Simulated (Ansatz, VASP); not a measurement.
**Two plane-wave programs on Cd**

```
CELL_PARAMETERS angstrom
0.00000 2.18122 2.18122
2.18122 0.00000 2.18122
2.18122 2.18122 0.00000
ATOMIC_POSITIONS crystal
Cd 0.00000 0.00000 0.00000
```

Alike in both runs: task single point; functional LDA; k mesh 14 × 14 × 14; occupations fermi-dirac, width 0.1 eV; no spin polarisation.

|  | VASP | Ansatz |
| --- | --- | --- |
| version | VASP 6.6.1 | Ansatz 0.2.0 |
| potentials or method | VASP PAW LDA potentials, release 64 (Cd) | plane waves (420 eV) with PAW, scalar-relativistic |
| plane-wave cutoff (eV) | 520 | 420 |
| valence electrons in the cell | 12 | 20 |

VASP gave:

| Quantity | Value |
| --- | --- |
| pressure (GPa) | -1.9 |

Q: What did Ansatz give for the same quantities?

A: Pressure (GPa): -2.5.

The two sets of potentials don't hold the same shells in valence. Ansatz warned: «pseudo_functional_mismatch».
